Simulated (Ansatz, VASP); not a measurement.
# HfSi2Ge2As4HCl (H-SiSi-Cl chair under HfGe2As4, AB): VASP beside Ansatz

Aim: how closely do two programs agree when they are given the same cell, functional and k mesh? Of the first pair: The structure shown is the start of the Ansatz relaxation below; VASP solves that cell, so the two are compared at the walk's first step.

Program: Ansatz 0.2.0. Level of theory: plane waves, with VASP 6.6.1 beside it; single point at PBE with D3(BJ). Results are calculated unless marked as measured.

### 1. Starting point

The cell holds 11 atoms: 1 Cl, 2 Si, 1 H, 4 As, 2 Ge and 1 Hf. Its edges and angles: a = 3.696 Å, b = 3.697 Å, c = 64.410 Å, α = 90.0°, β = 90.0°, γ = 120.0°. Vacuum lies along c.

Structure file:

```cif
data_structure
_symmetry_space_group_name_H-M 'P 1'
_symmetry_Int_Tables_number 1
_cell_length_a 3.6965
_cell_length_b 3.6965
_cell_length_c 64.4103
_cell_angle_alpha 90.000
_cell_angle_beta 90.000
_cell_angle_gamma 120.000
_cell_volume 762.20
loop_
_atom_site_label
_atom_site_type_symbol
_atom_site_fract_x
_atom_site_fract_y
_atom_site_fract_z
_atom_site_occupancy
Cl1 Cl 0.66667 0.33333 0.37028 1
Si2 Si 0.66667 0.33333 0.40335 1
Si3 Si 0.33333 0.66667 0.41484 1
H4 H 0.33333 0.66667 0.43689 1
As5 As 0.33333 0.66667 0.47803 1
As6 As 0.66667 0.33333 0.52745 1
As7 As 0.66667 0.33333 0.58030 1
As8 As 0.33333 0.66667 0.62972 1
Ge9 Ge 0.66667 0.33333 0.49143 1
Ge10 Ge 0.66667 0.33333 0.61632 1
Hf11 Hf 0.33333 0.66667 0.55387 1
```

### 2. Ansatz: relaxation, PBE with D3(BJ)

Ansatz runs on its default PAW (the set named soft_2) files.

The two programs are compared at the cell with which this relaxation starts, whose forces are those of its first step.

input.yaml reads:

```yaml
crystal:
  lattice:
    - [3.6965, 0.0, 0.0]
    - [-1.84825, 3.2012629051, 0.0]
    - [0.0, 0.0, 64.4103425563]
  atoms:
    - { symbol: Cl, position: [0.6666666667, 0.3333333333, 0.3702821481] }
    - { symbol: Si, position: [0.6666666667, 0.3333333333, 0.4033513713] }
    - { symbol: Si, position: [0.3333333333, 0.6666666667, 0.4148402095] }
    - { symbol: H, position: [0.3333333333, 0.6666666667, 0.4368863583] }
    - { symbol: As, position: [0.3333333333, 0.6666666667, 0.4780288192] }
    - { symbol: Ge, position: [0.6666666667, 0.3333333333, 0.4914272676] }
    - { symbol: As, position: [0.6666666667, 0.3333333333, 0.5274463277] }
    - { symbol: Hf, position: [0.3333333333, 0.6666666667, 0.5538733356] }
    - { symbol: As, position: [0.6666666667, 0.3333333333, 0.5803003435] }
    - { symbol: Ge, position: [0.6666666667, 0.3333333333, 0.6163194036] }
    - { symbol: As, position: [0.3333333333, 0.6666666667, 0.6297178519] }
  periodic: [true, true, false]
kpoints:
  mp_grid: { grid: [12, 12, 1] }
hamiltonian:
  xc: pbe
  dispersion: d3bj
scf:
  occupations: { method: fermi_dirac, width: 0.05 }
  convergence: { dr2_threshold: 1.0e-09 }
relax:
  f_tol: 0.004
  max_steps: 90
  cell: {}
output:
  write_potential: true
  write_density: true
  volumetric_format: npy
```

Run with:

```sh
$ ansatz run input.yaml --threads 4 --pin off --max-ram 12288MiB --backend cpu --events-out ev --progress --plain --runs-dir out
```

Numbers of over 12 decimals in the logs are rounded to 6 here.

Output:

```text
Warning: relax.cell: scf.convergence.dr2_threshold = 1e-9 eV is looser than the 1.54182033626e-10 eV advised for a relaxation that steers and ends on the stress (1e-10 eV for each atom of the cell: 11, times the square of relax.cell.stress_2d_tol = 0.05 N/m over 26.7 Å (the atoms' height at the walk's start and 5 Å past either face), 1.872e-2 GPa, over a crystal's default 0.05). What an SCF threshold leaves in a stress goes as its square root, and in the free energy as the threshold itself, and one threshold admits the most on a small cell: [figures from the program's tests cut] Set scf.convergence.dr2_threshold to 1.54182033626e-10 eV or tighter. [rest of the remark cut]
Engine: ansatz 0.2.0, x86_64-unknown-linux-gnu
Pseudopotentials: kind: paw
Pseudopotential: Cl, paw, valence charge 7, recommended cutoff 420 eV (normal), Cl.paw.azcp
Pseudopotential: Si, paw, valence charge 4, recommended cutoff 420 eV (normal), Si.paw.azcp
Pseudopotential: H, paw, valence charge 1, recommended cutoff 420 eV (normal), H.paw.azcp
Pseudopotential: As, paw, valence charge 15, recommended cutoff 420 eV (normal), As.paw.azcp
Pseudopotential: Ge, paw, valence charge 14, recommended cutoff 420 eV (normal), Ge.paw.azcp
Pseudopotential: Hf, paw, valence charge 26, recommended cutoff 420 eV (normal), Hf.paw.azcp
Functional definition: PBE
  parameter kappa = 0.804
  parameter beta = 0.066725
  exchange = pbe_x(kappa = kappa, mu = beta*pi^2/3)
  correlation = pbe_c(beta = beta)
Crystal: 11 atoms, lattice volume = 762.198 Å³
Basis set: ecut = 420 eV, 14939 PW (Γ), exchange–correlation on 50×50×864 points (8 copies of the dense FFT grid, shifted against one another)
Bands: 78, of which v1, the nominal top of the filled ones, is band 65 counted from 1 (64 counted from 0)
Symmetry: 6 space group operations
Space group: P3m1 (ITA 156), of the structure as read, at distance tolerance 9.1e-5 Å
k-points: 19 of 144 (time reversal used)
Non-local potential: Cl, projectors of the file, l = 0: 2, l = 1: 2, l = 2: 2
Non-local potential: Si, projectors of the file, l = 0: 2, l = 1: 2, l = 2: 2
Non-local potential: H, projectors of the file, l = 0: 2, l = 1: 1
Non-local potential: As, projectors of the file, l = 0: 2, l = 1: 2, l = 2: 3, l = 3: 1
Non-local potential: Ge, projectors of the file, l = 0: 2, l = 1: 2, l = 2: 3, l = 3: 1
Non-local potential: Hf, projectors of the file, l = 0: 3, l = 1: 2, l = 2: 2, l = 3: 3
PAW form: soft (Blöchl's): semilocal exchange-correlation on the pseudo side does not see the compensation charge
PAW one-centre angular grid: Cl, 110 points (default); XC on 64 Gauss nodes
PAW one-centre angular grid: Si, 110 points (default); XC on 64 Gauss nodes
PAW one-centre angular grid: H, 110 points (default); XC on 64 Gauss nodes
PAW one-centre angular grid: As, 590 points (default); XC on 64 Gauss nodes
PAW one-centre angular grid: Ge, 590 points (default); XC on 64 Gauss nodes
PAW one-centre angular grid: Hf, 590 points (default); XC on 64 Gauss nodes
Initial density: superposition of atomic densities (neutral atoms: chi_scale 0, normalization atom), corrected by the library's trained network
Initial wavefunctions: pseudopotential atomic-orbital guess
Functional: x = pbe(κ = 0.804, μ = 0.219515), c = pbe(β = 0.066725)
SCF iter   1: F=—  HF=-46106.783751 eV  |F-HF|=—  |Δ(HF+E_count)|=         —  Δρ=2.05e-3  dr2=7.30e-1  ethr=1.77e-3  ⟨swp⟩=10.5  Hψ=7956  notcnv=0  defer=43
preconditioner: auto → LDOS  [metal: Δε(μ)=0.082 eV  Ē_g=10.317 eV  σ=0.050 eV  W_gap=0.38  n_scr=106 (ndim 8)  ℏωp=10.6 eV  f_vac=0.694  D(μ)=2.02/eV (n_scr^D=14)  β→1.0]
SCF iter   2: F=—  HF=-46106.779129 eV  |F-HF|=—  |Δ(HF+E_count)|=   4.62e-3  Δρ=1.51e-3  dr2=1.57e-1  ethr=5.62e-4  ⟨swp⟩=3.8  Hψ=2256  notcnv=0  defer=98
SCF iter   3: F=—  HF=-46106.760541 eV  |F-HF|=—  |Δ(HF+E_count)|=   1.86e-2  Δρ=3.45e-4  dr2=8.14e-3  ethr=1.21e-4  ⟨swp⟩=3.6  Hψ=2357  notcnv=0  defer=99
SCF iter   4: F=—  HF=-46106.759927 eV  |F-HF|=—  |Δ(HF+E_count)|=   6.14e-4  Δρ=1.90e-4  dr2=1.64e-3  ethr=6.26e-6  ⟨swp⟩=3.3  Hψ=2668  notcnv=0  defer=89
SCF iter   5: F=—  HF=-46106.759711 eV  |F-HF|=—  |Δ(HF+E_count)|=   2.16e-4  Δρ=8.40e-5  dr2=1.45e-4  ethr=1.26e-6  ⟨swp⟩=3.1  Hψ=2209  notcnv=0  defer=89
SCF iter   6: F=—  HF=-46106.759758 eV  |F-HF|=—  |Δ(HF+E_count)|=   4.63e-5  Δρ=4.55e-5  dr2=8.35e-5  ethr=1.12e-7  ⟨swp⟩=3.5  Hψ=2632  notcnv=0  defer=88
[...]
WARN: The output density's exchange-correlation potential varies sharply where the density is thin. Do not read a vacuum level from v_tot or v_xc, or from such a field of the output density. On a cell that repeats whose density bears no net charge and no dipole along the vacuum's axis use v_es (v_loc + v_h of the components); under efield.dipole_correction with no amplitude use v_es + v_field, which holds any externa [...]
SCF converged after 9 iterations
Free energy (F): -46108.326235 eV
Harris-Foulkes:  -46108.326235 eV  (|F-HF|=5.57e-9)
Internal energy: -46108.317016 eV  (E = F + TS)
E sigma→0 (E₀):  -46108.321626 eV
Entropy (-TS):   -0.009219 eV (-0.838 meV/atom)
Fermi energy:    -5.422671 eV
--- Per-component energies (eV) ---
  E_band       = -3325.946041
  E_kinetic    = 1312.760430
  E_local      = -1310830.314414  (includes V_loc(G=0)·N_el)
  E_nonlocal   = -3007.934691
  E_hartree    = 654205.795312
  E_xc         = -993.194027
  E_vxc        = -937.563323  (∫ρ·V_xc dr)
  E_paw        = -19992.340255  (= ΣΔE_a)
  E_vpaw       = 1725.516898  (= ΣTr[D̂ρ^β])
  E_aug_tail   = -0.000504  (compensation charges beyond the density's cutoff)
  E_ewald      = 633199.731085
  E_disp       = -2.819952  (pairwise vdW)
  E_smearing   = -0.009219  (= −TS)
  E_closure    = -0.000000  (closes the sum)
  Σ components = -46108.326235   (vs F -46108.326235, Δ=0.00e0)
--- Forces (eV/Å), atoms counted from 1 ---
  atom   1  Cl     0.00000000     0.00000000     0.00056604
  atom   2  Si    -0.00000000    -0.00000000    -0.00006103
  atom   3  Si     0.00000000     0.00000000     0.00092390
  atom   4  H      0.00000000     0.00000000    -0.00129252
  atom   5  As     0.00000000    -0.00000000     0.00037466
  atom   6  Ge     0.00000000     0.00000000    -0.00149664
  atom   7  As     0.00000000     0.00000000     0.00246499
  atom   8  Hf     0.00000000     0.00000000    -0.00060861
  atom   9  As     0.00000000     0.00000000    -0.00095205
  atom  10  Ge    -0.00000000     0.00000000     0.00036661
  atom  11  As     0.00000000     0.00000000    -0.00028901
  max |Σ_I F_I| component: 3.65e-6 eV/Å
--- 2D stress c σ (N/m, compression-positive) ---
        0.045743       0.000000      -0.000000
        0.000000       0.045743      -0.000000
       -0.000000      -0.000000       0.000000
  P = ½ c Tr σ = 0.0457 N/m
--- Band table (eV; the first three rows and the last of 19) ---
  k-point 0: bands = [... 61 lower, -5.4617, -5.4617, -5.3741, -5.3741, -4.8161, -4.3796, -3.7297, -3.5406, ... 9 higher]
  k-point 1: bands = [... 61 lower, -5.9944, -5.5964, -5.5685, -5.4993, -4.5057, -3.7249, -3.4672, -3.1985, ... 9 higher]
  k-point 2: bands = [... 61 lower, -6.2572, -5.9871, -5.8935, -5.8001, -4.5502, -3.4542, -3.4178, -2.9972, ... 9 higher]
  k-point 18: bands = [... 61 lower, -7.9118, -7.5823, -6.8641, -6.0351, -4.0601, -3.9922, -3.1593, -2.8207, ... 9 higher]
  the weakly bound empty levels are not read free of the cell's end (no_gap_told)
--- Relaxed structure (7 steps of the walk, 7 accepted, 1 SCFs on fresh bases) ---
  F+E_penalty+E_count = -46108.32623510 eV   max|allowed force component| = 2.465e-3 eV/Å   (the final SCF, on the basis selected at the relaxed cell)
  cell:  # Å, volume = 819.3035 Å³
    - [3.832475, 0.0, 0]
    - [-1.916237, 3.319020, 0]
    - [0, 0, 64.4103425563]
  atoms:
    - { symbol: Cl, position: [0.666667, 0.333333, 0.365270] }
    - { symbol: Si, position: [0.666667, 0.333333, 0.397391] }
    - { symbol: Si, position: [0.333333, 0.666667, 0.409075] }
    - { symbol: H, position: [0.333333, 0.666667, 0.432426] }
    - { symbol: As, position: [0.333333, 0.666667, 0.478224] }
    - { symbol: Ge, position: [0.666667, 0.333333, 0.495613] }
    - { symbol: As, position: [0.666667, 0.333333, 0.533244] }
    - { symbol: Hf, position: [0.333333, 0.666667, 0.556902] }
    - { symbol: As, position: [0.666667, 0.333333, 0.580539] }
    - { symbol: Ge, position: [0.666667, 0.333333, 0.618198] }
    - { symbol: As, position: [0.333333, 0.666667, 0.635592] }
```

(Continued in part 2 of 2.)

[Lines on the potential files, build, host, timing and source positions are cut from VASP's logs without a mark.]

[Logs are printed without paths, hosts, clocks, repeated set-up lines and the standing remarks that a program may print on its own settings, such as how far it seeks lower states.]

[Hosts, paths, dates, database ids (printed as entryN), source tags and the programs' standing remarks are cut or masked in the printed files.]
